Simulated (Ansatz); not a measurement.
BaTiO3:

```
Ba Ti O
1.0
     3.99980    0.00000    0.00000
     0.00000    3.99980    0.00000
     0.00000    0.00000    8.03600
Ba Ti O
2 2 6
Direct
  0.99933 0.00149 0.00206
  0.00067 0.99851 0.49794
  0.48935 0.49786 0.23992
  0.51065 0.50214 0.74208
  0.50279 0.50210 0.01077
  0.49721 0.49790 0.50523
  0.50567 0.00168 0.25810
  0.49433 0.99832 0.75690
  0.00777 0.49971 0.26264
  0.99223 0.50029 0.75236
```

Program: Ansatz 0.2.0. Alike in all runs: potentials or basis Ansatz PAW; cell as given; smearing fermi-dirac 0.05 eV.

**Question.** Order these runs on this cell by their pressure, lowest first.
A. level PBE; spin off; k mesh 9 × 9 × 5; cutoff (eV) 420
B. level PBEsol; spin SOC, no magnetisation; k mesh 7 × 7 × 4; cutoff (eV) 420; points for each segment of the path 10
C. level r2SCAN; spin off; k mesh 7 × 7 × 4; cutoff (eV) 500; points for each segment of the path 10

**Answer.** B (-3.2 GPa), C (-0.1 GPa), A (3.1 GPa).

Caveats: the PAW data sets come from PBE, with cores solved anew for the run's functional, which leaves a small shift of forces and pressure (some runs).
